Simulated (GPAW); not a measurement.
# TiO2 (C2/m) in GPAW: a series of runs, part 2 of 2

GPAW 26.7.0.

### Step 3. Single point, PBE

run.py

```python
from ase.dft.bandgap import bandgap
from ase.io import read, write
from ase.units import GPa
from gpaw import GPAW, PW

atoms = read('TiO2.xyz')

calc = GPAW(mode=PW(550),
            xc='PBE',
            kpts={'size': (3, 3, 2), 'gamma': True},
            occupations={'name': 'fermi-dirac', 'width': 0.05},
            nbands=82,
            maxiter=120,
            txt='gpaw.txt')
atoms.calc = calc
energy = atoms.get_potential_energy()
forces = atoms.get_forces()
stress = atoms.get_stress()
calc.write('gs.gpw')
write('result.traj', atoms)
print(f'Energy: {energy:.6f} eV')
print('Forces (eV/A):')
print(forces.round(4))
print('Stress (GPa):', (stress / GPa).round(3))
print('Fermi level:', round(calc.get_fermi_level(), 4), 'eV')
print(f'Gap: {bandgap(calc)[0]:.4f} eV, direct: {bandgap(calc, direct=True)[0]:.4f} eV')
```

TiO2.xyz

```xyz
12
Lattice="6.1535771931 -1.8834685000 0.0000000000 6.1535771931 1.8834685000 0.0000000000 -1.9283261078 0.0000000000 6.3289668713" Properties=species:S:1:pos:R:3 pbc="T T T"
Ti    10.5188656581      0.0000000000      1.8328814639
Ti     1.8562292785      0.0000000000      1.7959202973
Ti    -0.1400373797      0.0000000000      4.4960854074
Ti     8.5225989999      0.0000000000      4.5330465740
O      3.8885755991      0.0000000000      1.8568998931
O      1.9845608631      0.0000000000      4.1296508835
O      8.7533771313      0.0000000000      6.2991637663
O      8.3942674153      0.0000000000      2.1993159878
O     10.3741152171      0.0000000000      3.9873820372
O      1.6254511471      0.0000000000      0.0298031050
O      6.4902526793      0.0000000000      4.4720669782
O      0.0047130613      0.0000000000      2.3415848341
```

Potentials or basis: GPAW PAW data sets (gpaw-data 1.2.1), pw.

On the command line:

```bash
$ OMP_NUM_THREADS=1 python run.py
```

gpaw.txt:

```text
__  _  _
 | _ |_)|_||  |
 |__||  | ||/\| - 26.7.0

Input parameters:
  mode=PW(ecut=550.0),
  kpts=MonkhorstPack(size=(3, 3, 2), gamma=True),
  maxiter=120,
  nbands=82,
  occupations=Occupations(name='fermi-dirac', width=0.05),
  xc=XC(name='PBE')

Diagonalizing LCAO Hamiltonian
Converting LCAO to pw mode

                             O

       Ti   O          O    Ti   O

       O    Ti   O          O    Ti

           O

Atoms  # Å, Bohr magnetons
|    | symbol |         x |        y |        z |    initial magnetic moments |
|----|--------|-----------|----------|----------|-----------------------------|
|  0 |     Ti | 10.518866 | 0.000000 | 1.832881 | ( 0.0000,  0.0000,  0.0000) |
|  1 |     Ti |  1.856229 | 0.000000 | 1.795920 | ( 0.0000,  0.0000,  0.0000) |
|  2 |     Ti | -0.140037 | 0.000000 | 4.496085 | ( 0.0000,  0.0000,  0.0000) |
|  3 |     Ti |  8.522599 | 0.000000 | 4.533047 | ( 0.0000,  0.0000,  0.0000) |
|  4 |      O |  3.888576 | 0.000000 | 1.856900 | ( 0.0000,  0.0000,  0.0000) |
|  5 |      O |  1.984561 | 0.000000 | 4.129651 | ( 0.0000,  0.0000,  0.0000) |
|  6 |      O |  8.753377 | 0.000000 | 6.299164 | ( 0.0000,  0.0000,  0.0000) |
|  7 |      O |  8.394267 | 0.000000 | 2.199316 | ( 0.0000,  0.0000,  0.0000) |
|  8 |      O | 10.374115 | 0.000000 | 3.987382 | ( 0.0000,  0.0000,  0.0000) |
|  9 |      O |  1.625451 | 0.000000 | 0.029803 | ( 0.0000,  0.0000,  0.0000) |
| 10 |      O |  6.490253 | 0.000000 | 4.472067 | ( 0.0000,  0.0000,  0.0000) |
| 11 |      O |  0.004713 | 0.000000 | 2.341585 | ( 0.0000,  0.0000,  0.0000) |

Unit cell  # Å
| periodic |         x |         y |        z |  lengths |     angles |
|----------|-----------|-----------|----------|----------|------------|
|      yes |  6.153577 | -1.883468 | 0.000000 | 6.435368 | 106.182185 |
|      yes |  6.153577 |  1.883468 | 0.000000 | 6.435368 | 106.182185 |
|      yes | -1.928326 |  0.000000 | 6.328967 | 6.616212 |  34.036290 |

Number of symmetries: 4
Symmetry operations  # r_c * U_cc + t_c -> r_c
|   | kind |            matrix            |
|---|------|------------------------------|
| 0 |  E   |  1, 0, 0,  0, 1, 0,  0, 0, 1 |
| 1 |  σ   |  0, 1, 0,  1, 0, 0,  0, 0, 1 |
| 2 |  C2  |  0,-1, 0, -1, 0, 0,  0, 0,-1 |
| 3 |  i   | -1, 0, 0,  0,-1, 0,  0, 0,-1 |

BZ-sampling:
  Number of BZ points: 18
  Number of IBZ points: 8

  Monkhorst-Pack size: [3, 3, 2]
  Monkhorst-Pack shift: [0.0, 0.0, 0.25]

K-points  # in reciprocal-cell coordinates
|   |                                coordinates |     weight |
|---|--------------------------------------------|------------|
| 0 | (  0.00000000,   0.00000000,   0.00000000) | 0.05555556 |
| 1 | (  0.00000000,   0.00000000,   0.50000000) | 0.05555556 |
| 2 | (  0.33333333,  -0.33333333,   0.00000000) | 0.11111111 |
| 3 | (  0.33333333,  -0.33333333,   0.50000000) | 0.11111111 |
| 4 | (  0.33333333,   0.00000000,   0.00000000) | 0.22222222 |
| 5 | (  0.33333333,   0.00000000,   0.50000000) | 0.22222222 |
| 6 | (  0.33333333,   0.33333333,   0.00000000) | 0.11111111 |
| 7 | (  0.33333333,   0.33333333,   0.50000000) | 0.11111111 |

Plane wave coefficients: 4308
Cutoff: 550.0 eV

Spin-components: 1 (collinear spins)
Bands:           82
Projectors:      64
Spin-degeneracy: 2
Datatype:        complex128

Parallelization:
  kpt:    1
  domain: 1
  band:   1

Density:
  Valence electrons: 96.0
  Components: 1
  Grid points: [35 35 36]
  Charge: 0.0  # |e|

Potential:
  Grid points: [35 35 36]

species:
  Ti:
    name:    Titanium
    Z:       22.0
    valence: 12
    core:    10
    charge:  0.0  # [|e|]
    compensation charges:
      type: gauss
      rc: 0.38  # [Å]
      lmax: 2
    cutoffs:
      filter: 2.23  # [Å]
      core: 1.02  # [Å]
    projectors
    | kind |    occ | energy [eV] | rcut [Å] |
    |------|--------|-------------|----------|
    |   3s |  2.000 |     -62.623 |    1.270 |
    |   4s |  2.000 |      -4.466 |    1.270 |
    |   3p |  6.000 |     -38.862 |    1.058 |
    |   4p |  0.000 |      -1.466 |    1.058 |
    |   3d |  2.000 |      -4.258 |    1.058 |
    |    d |        |      22.953 |    1.058 |

    Using partial waves for Ti as LCAO basis

  O:
    name:    Oxygen
    Z:       8.0
    valence: 6
    core:    2
    charge:  0.0  # [|e|]
    compensation charges:
      type: gauss
      rc: 0.21  # [Å]
      lmax: 2
    cutoffs:
      filter: 1.17  # [Å]
      core: 0.83  # [Å]
    projectors
    | kind |    occ | energy [eV] | rcut [Å] |
    |------|--------|-------------|----------|
    |   2s |  2.000 |     -23.961 |    0.688 |
    |   2p |  4.000 |      -9.029 |    0.598 |
    |    s |        |       3.251 |    0.688 |
    |    p |        |      18.182 |    0.598 |
    |    d |        |       0.000 |    0.619 |

    Using partial waves for O as LCAO basis

Reference energy: -109222.875536  # eV

eigensolver:
  PPCG
  Converge bands: occupied
  niter=2

density mixing:
  MSR1-Mixer
  Pratt-step length: 0.05
  Maximum mixing coefficient: 0.75
  Old densities: 10
  SVD Regularization: 0.005
  Good broyden scale: 1.0
  Trust region scale: 1.0
  Backstep threshold: 4.0
  History deletion threshold: 6.0
  Fourier metric: weight=20.0, sigma=0.015

occupation numbers:
  Fermi-Dirac:
    width: 0.0500  # eV

poisson solver:
  ecut: 4400.0  # eV

xc functional:
  name: PBE with 2 nearest neighbor stencil

convergence criteria:
- Maximum [total energy] change in last 3 cyles: 0.0005 eV / valence electron
- Maximum integral of absolute [dens]ity change: 0.0001 electrons / valence electron
- Maximum integral of absolute [eigenst]ate change: 4e-08 eV^2 / valence electron
maximum number of iterations: 120

SCF iterations
|iter     | |      energy | eigst |  dens |
|---------|-|-------------|-------|-------|
|iter:   1| | -121.086011 | -0.04 |       |
|iter:   2| | -115.097732 | -1.49 | -0.78 |
|iter:   3| | -104.194228 | -0.44 | -0.84 |
|iter:   4| | -103.429538 | -1.69 | -1.32 |
|iter:   5| | -103.310790 | -2.29 | -1.54 |
|iter:   6| | -103.305914 | -2.72 | -1.86 |
|iter:   7| | -103.286874c| -3.37 | -2.20 |
|iter:   8| | -103.285600c| -4.33 | -2.73 |
|iter:   9| | -103.285756c| -5.03 | -3.04 |
|iter:  10| | -103.285731c| -5.64 | -3.42 |
|iter:  11| | -103.285732c| -6.69 | -3.92 |
|iter:  12| | -103.285732c| -7.39 | -4.33c|
|iter:  13| | -103.285732c| -7.95c| -4.59c|

Converged in 13 steps
Energy contributions relative to reference atoms: (reference = -109222.875536)

Energy contributions:
  Kinetic:          94.178610
  Coulomb:        -114.506601
  Zero:              1.442764
  External:          0.000000
  Xc:              -84.400506
  Entropy:          -0.000000
  Spinorbit:         0.000000
  ----------------------------
  Free energy:    -103.285732
  Extrapolated:   -103.285732

dipole moment: (0.000011, -0.000000, 0.000006)  # |e|*Ang

Fermi level: 4.324
Eigenvalues  # (at kpt = [0.000, 0.000, 0.000])
| band index |      eig [eV] | occ [0-2] |
|------------|---------------|-----------|
|          0 |       -52.941 |     2.000 |
|        ... |               |           |
|         40 |         1.961 |     2.000 |
|         41 |         1.989 |     2.000 |
|         42 |         2.302 |     2.000 |
|         43 |         2.305 |     2.000 |
|         44 |         2.430 |     2.000 |
|         45 |         2.448 |     2.000 |
[... 8 lines left out ...]
|         54 |         7.525 |     0.000 |
|         55 |         7.677 |     0.000 |
|        ... |               |           |
|         81 |        20.761 |     0.000 |

Gap: 2.769 eV
Transition (v -> c):
  (s=0, k=3, n=47, [0.33, -0.33, 0.50]) -> (s=0, k=0, n=48, [0.00, 0.00, 0.00])
Direct/indirect transitions are different
Direct gap: 2.936 eV
Transition at: (s=0, k=0, n=47, [0.00, 0.00, 0.00])

Forces  # eV/Ang
|        x |       y |        z |
|----------|---------|----------|
| -0.07679 | 0.00000 | -0.00364 |  # Ti   0
|  0.00954 | 0.00000 | -0.06756 |  # Ti   1
|  0.07679 | 0.00000 |  0.00364 |  # Ti   2
| -0.00954 | 0.00000 |  0.06756 |  # Ti   3
|  0.03330 | 0.00000 | -0.03762 |  # O    4
|  0.05686 | 0.00000 |  0.04259 |  # O    5
| -0.01885 | 0.00000 |  0.00191 |  # O    6
| -0.05686 | 0.00000 | -0.04259 |  # O    7
|  0.00160 | 0.00000 | -0.00807 |  # O    8
|  0.01885 | 0.00000 | -0.00191 |  # O    9
| -0.03330 | 0.00000 |  0.03762 |  # O   10
| -0.00160 | 0.00000 |  0.00807 |  # O   11

Stress tensor  # eV/Ang^3
|         x |         y |         z |
|-----------|-----------|-----------|
|  0.063036 | -0.000000 |  0.000375 |
| -0.000000 |  0.064730 | -0.000000 |
|  0.000375 | -0.000000 |  0.064834 |

# Writing to gs.gpw (mode='')
```

Wall time 96 s (1 thread of Arm Neoverse V2, shared host); peak memory 0.3 GiB.

The run converged, but some of its settings lie outside the range that counts as converged, so its numbers aren't taken as properties of the crystal.

Results:

- Free energy: -103.2857 eV
- Pressure: -10.3 GPa
- Largest force: 0.077 eV/Å
- Band gap on the k mesh: 2.77 eV, indirect (least direct gap 2.94 eV)

Caveat: the k mesh is coarse (spacing up to 0.58 Å⁻¹), so the values aren't converged; the cutoff is short for stress and forces, so pressures can be off by a GPa or more; an odd mesh through Γ misses points on the zone boundary, where band edges often lie; the program warned that so skewed a cell can give wrong results.
